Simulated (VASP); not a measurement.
Here is a VASP 6.6.1 calculation.

INCAR

```
SYSTEM = MgTe
  PREC = Accurate
  ENCUT = 520
  EDIFF = 1E-6
  ISMEAR = 0
  SIGMA = 0.03
  LREAL = .FALSE.
  LASPH = .TRUE.
  NELM = 80
  ALGO = Normal
  ISIF = 2
  LWAVE = .FALSE.
  LCHARG = .FALSE.
  NBANDS = 11
```

The input KPOINTS:

```
regular mesh
0
G
  8 8 8
  0 0 0
```

The input POSCAR:

```
MgTe                                    
1.0
    0.0000000000      3.2204257760      3.2204257760
    3.2204257760     -0.0000000000      3.2204257760
    3.2204257760      3.2204257760      0.0000000000
  Mg              Te            
     1     1
Direct
     1.0000000000000000    1.0000000000000000    0.0000000000000000
     0.2500000000000000    0.2500000000000000    0.2500000000000000
```

Contents of KPOINTS_OPT:

```
explicit points
109
Reciprocal
 0.0000000000  0.0000000000  0.0000000000 1
 0.0555555556  0.0000000000  0.0555555556 1
 0.1111111111  0.0000000000  0.1111111111 1
 0.1666666667  0.0000000000  0.1666666667 1
 0.2222222222  0.0000000000  0.2222222222 1
 0.2777777778  0.0000000000  0.2777777778 1
 0.3333333333  0.0000000000  0.3333333333 1
 0.3888888889  0.0000000000  0.3888888889 1
 0.4444444444  0.0000000000  0.4444444444 1
 0.5000000000  0.0000000000  0.5000000000 1
 0.5000000000  0.0000000000  0.5000000000 1
 0.5000000000  0.0277777778  0.5277777778 1
 0.5000000000  0.0555555556  0.5555555556 1
 0.5000000000  0.0833333333  0.5833333333 1
 0.5000000000  0.1111111111  0.6111111111 1
 0.5000000000  0.1388888889  0.6388888889 1
 0.5000000000  0.1666666667  0.6666666667 1
 0.5000000000  0.1944444444  0.6944444444 1
 0.5000000000  0.2222222222  0.7222222222 1
 0.5000000000  0.2500000000  0.7500000000 1
 0.5000000000  0.2500000000  0.7500000000 1
 0.4861111111  0.2638888889  0.7500000000 1
 0.4722222222  0.2777777778  0.7500000000 1
 0.4583333333  0.2916666667  0.7500000000 1
 0.4444444444  0.3055555556  0.7500000000 1
 0.4305555556  0.3194444444  0.7500000000 1
 0.4166666667  0.3333333333  0.7500000000 1
 0.4027777778  0.3472222222  0.7500000000 1
 0.3888888889  0.3611111111  0.7500000000 1
 0.3750000000  0.3750000000  0.7500000000 1
 0.3750000000  0.3750000000  0.7500000000 1
 0.3333333333  0.3333333333  0.6666666667 1
 0.2916666667  0.2916666667  0.5833333333 1
 0.2500000000  0.2500000000  0.5000000000 1
 0.2083333333  0.2083333333  0.4166666667 1
 0.1666666667  0.1666666667  0.3333333333 1
 0.1250000000  0.1250000000  0.2500000000 1
 0.0833333333  0.0833333333  0.1666666667 1
 0.0416666667  0.0416666667  0.0833333333 1
 0.0000000000  0.0000000000  0.0000000000 1
 0.0000000000  0.0000000000  0.0000000000 1
 0.0555555556  0.0555555556  0.0555555556 1
 0.1111111111  0.1111111111  0.1111111111 1
 0.1666666667  0.1666666667  0.1666666667 1
 0.2222222222  0.2222222222  0.2222222222 1
 0.2777777778  0.2777777778  0.2777777778 1
 0.3333333333  0.3333333333  0.3333333333 1
 0.3888888889  0.3888888889  0.3888888889 1
 0.4444444444  0.4444444444  0.4444444444 1
 0.5000000000  0.5000000000  0.5000000000 1
 0.5000000000  0.5000000000  0.5000000000 1
 0.5138888889  0.4722222222  0.5138888889 1
 0.5277777778  0.4444444444  0.5277777778 1
 0.5416666667  0.4166666667  0.5416666667 1
 0.5555555556  0.3888888889  0.5555555556 1
 0.5694444444  0.3611111111  0.5694444444 1
 0.5833333333  0.3333333333  0.5833333333 1
 0.5972222222  0.3055555556  0.5972222222 1
 0.6111111111  0.2777777778  0.6111111111 1
 0.6250000000  0.2500000000  0.6250000000 1
 0.6250000000  0.2500000000  0.6250000000 1
 0.6111111111  0.2500000000  0.6388888889 1
 0.5972222222  0.2500000000  0.6527777778 1
 0.5833333333  0.2500000000  0.6666666667 1
 0.5694444444  0.2500000000  0.6805555556 1
 0.5555555556  0.2500000000  0.6944444444 1
 0.5416666667  0.2500000000  0.7083333333 1
 0.5277777778  0.2500000000  0.7222222222 1
 0.5138888889  0.2500000000  0.7361111111 1
 0.5000000000  0.2500000000  0.7500000000 1
 0.5000000000  0.2500000000  0.7500000000 1
 0.5000000000  0.2777777778  0.7222222222 1
 0.5000000000  0.3055555556  0.6944444444 1
 0.5000000000  0.3333333333  0.6666666667 1
 0.5000000000  0.3611111111  0.6388888889 1
 0.5000000000  0.3888888889  0.6111111111 1
 0.5000000000  0.4166666667  0.5833333333 1
 0.5000000000  0.4444444444  0.5555555556 1
 0.5000000000  0.4722222222  0.5277777778 1
 0.5000000000  0.5000000000  0.5000000000 1
 0.5000000000  0.5000000000  0.5000000000 1
 0.4861111111  0.4861111111  0.5277777778 1
 0.4722222222  0.4722222222  0.5555555556 1
 0.4583333333  0.4583333333  0.5833333333 1
 0.4444444444  0.4444444444  0.6111111111 1
 0.4305555556  0.4305555556  0.6388888889 1
 0.4166666667  0.4166666667  0.6666666667 1
 0.4027777778  0.4027777778  0.6944444444 1
 0.3888888889  0.3888888889  0.7222222222 1
 0.3750000000  0.3750000000  0.7500000000 1
 0.6250000000  0.2500000000  0.6250000000 1
 0.6111111111  0.2222222222  0.6111111111 1
 0.5972222222  0.1944444444  0.5972222222 1
 0.5833333333  0.1666666667  0.5833333333 1
 0.5694444444  0.1388888889  0.5694444444 1
 0.5555555556  0.1111111111  0.5555555556 1
 0.5416666667  0.0833333333  0.5416666667 1
 0.5277777778  0.0555555556  0.5277777778 1
 0.5138888889  0.0277777778  0.5138888889 1
 0.5000000000  0.0000000000  0.5000000000 1
 0.0000000000  0.0000000000  0.0000000000 1
 0.3750000000  0.3750000000  0.7500000000 1
 0.5000000000  0.5000000000  0.5000000000 1
 0.6250000000  0.2500000000  0.6250000000 1
 0.5000000000  0.2500000000  0.7500000000 1
 0.5000000000  0.0000000000  0.5000000000 1
 0.4000000000  0.0000000000  0.4000000000 1
 0.4250000000  0.0000000000  0.4250000000 1
 0.4500000000  0.0000000000  0.4500000000 1
```

Potentials or basis: VASP PAW LDA potentials, release 64 (Mg, Te).

Launch:

```console
$ cat potpaw_LDA.64/Mg/POTCAR potpaw_LDA.64/Te/POTCAR > POTCAR
$ mpirun -np 1 vasp_std > vasp.out
```

**Question.** Predict the pressure.

**Answer.** -1.3 GPa.

**Question.** Estimate the band gap along the path.

**Answer.** 2.25 eV, direct.

Levels at the corners of the path, in eV from the valence-band top:
| point | band 1 | band 2 | band 3 | band 4 | band 5 | band 6 | band 7 | band 8 |
| --- | --- | --- | --- | --- | --- | --- | --- | --- |
| Γ | -10.27 | 0.00 | 0.00 | 0.00 | 2.25 | 5.38 | 5.38 | 5.38 |
| X | -9.47 | -3.11 | -1.21 | -1.21 | 2.69 | 3.42 | 9.52 | 9.52 |
| X | -9.47 | -3.11 | -1.21 | -1.21 | 2.69 | 3.42 | 9.52 | 9.52 |
| W | -9.46 | -2.75 | -1.93 | -1.49 | 4.46 | 5.56 | 6.08 | 6.28 |
| W | -9.46 | -2.75 | -1.93 | -1.49 | 4.46 | 5.56 | 6.08 | 6.28 |
| K | -9.48 | -2.86 | -2.00 | -0.98 | 3.32 | 5.12 | 7.80 | 7.85 |
| K | -9.48 | -2.86 | -2.00 | -0.98 | 3.32 | 5.12 | 7.80 | 7.85 |
| Γ | -10.27 | 0.00 | 0.00 | 0.00 | 2.25 | 5.38 | 5.38 | 5.38 |
| Γ | -10.27 | 0.00 | 0.00 | 0.00 | 2.25 | 5.38 | 5.38 | 5.38 |
| L | -9.67 | -3.29 | -0.43 | -0.43 | 3.08 | 5.44 | 5.44 | 7.17 |
| L | -9.67 | -3.29 | -0.43 | -0.43 | 3.08 | 5.44 | 5.44 | 7.17 |
| U | -9.48 | -2.86 | -2.00 | -0.98 | 3.32 | 5.12 | 7.80 | 7.85 |
| U | -9.48 | -2.86 | -2.00 | -0.98 | 3.32 | 5.12 | 7.80 | 7.85 |
| W | -9.46 | -2.75 | -1.93 | -1.49 | 4.46 | 5.56 | 6.08 | 6.28 |
| W | -9.46 | -2.75 | -1.93 | -1.49 | 4.46 | 5.56 | 6.08 | 6.28 |
| L | -9.67 | -3.29 | -0.43 | -0.43 | 3.08 | 5.44 | 5.44 | 7.17 |
| L | -9.67 | -3.29 | -0.43 | -0.43 | 3.08 | 5.44 | 5.44 | 7.17 |
| K | -9.48 | -2.86 | -2.00 | -0.98 | 3.32 | 5.12 | 7.80 | 7.85 |
| U | -9.48 | -2.86 | -2.00 | -0.98 | 3.32 | 5.12 | 7.80 | 7.85 |
| X | -9.47 | -3.11 | -1.21 | -1.21 | 2.69 | 3.42 | 9.52 | 9.52 |

Caveat: spin-orbit coupling is left out, which moves the levels of the heavy elements. A hybrid or GW would open this gap; LDA tends to underestimate it.
